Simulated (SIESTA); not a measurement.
Here is a SIESTA 5.4.2 calculation.

The input CuO.fdf:

```
SystemName                      CuO
SystemLabel                     CuO
NumberOfSpecies                 2
NumberOfAtoms                   4
%block ChemicalSpeciesLabel
  1  29 Cu
  2   8 O
%endblock ChemicalSpeciesLabel

LatticeConstant                 1.0 Ang
%block LatticeVectors
     1.9909680000    -2.1535500000     0.0000000000
     1.9909680000     2.1535500000     0.0000000000
     0.0000000000     0.0000000000     5.1559280000
%endblock LatticeVectors
AtomicCoordinatesFormat         Fractional
%block AtomicCoordinatesAndAtomicSpecies
     0.5013910000    -0.0079200000    -0.0030990000  1  Cu
    -0.0018270000     0.4886990000     0.4935820000  1  Cu
     0.4942690000     0.5071840000     0.2521270000  2  O
     0.5085040000     0.5004420000     0.7413450000  2  O
%endblock AtomicCoordinatesAndAtomicSpecies

%block kgrid.MonkhorstPack
    9   0   0  0.0
    0   9   0  0.0
    0   0   5  0.0
%endblock kgrid.MonkhorstPack
XC.Functional                   GGA
XC.Authors                      PBE
PAO.BasisSize                   DZP
PAO.EnergyShift                 0.003 Ry
Mesh.Cutoff                     800 Ry
OccupationFunction              FD
ElectronicTemperature           0.05 eV
MaxSCFIterations                120
SCF.MustConverge                false
SCF.Mixer.Method                Pulay
SCF.Mixer.Weight                0.25
SCF.Mixer.History               8
SCF.DM.Tolerance                5.0e-05
SCF.H.Tolerance                 1.0e-03 eV
WriteForces                     true
Charge.Mulliken                 end
%block PAO.Basis
  Cu 5
  n=3 0 2
    2.369 0.000
  n=4 0 2
    7.268 0.000
  n=3 1 2
    2.657 0.000
  n=4 1 1
    7.268
  n=3 2 2
    4.927 0.000
%endblock PAO.Basis
```

Potentials or basis: PseudoDojo 0.4 standard (PBE files), DZP (energy shift 0.003 Ry; two zetas on semicore shells).

Launch:

```console
$ siesta < CuO.fdf > CuO.out 2>&1
```

Task: What does it give for the pressure?

Result: 3.1 GPa.

Task: Estimate the largest force.

Result: 0.676 eV/Å.

Task: Predict the band gap on the k mesh.

Result: None (metal or under the smearing width).

Stress tensor (GPa, compression positive):
```
 2.79 -1.17 -1.15
-1.17  2.26  0.46
-1.15  0.46  4.23
```

Caveat: short orbitals over semicore shells can move pressures by several GPa; the basis of atomic orbitals isn't converged, which shifts pressures, moduli and gaps; the run has no spin polarisation, though such a crystal can be magnetic; semilocal functionals often make such compounds metallic where correlation or magnetic order opens a gap, which also shifts bond lengths.
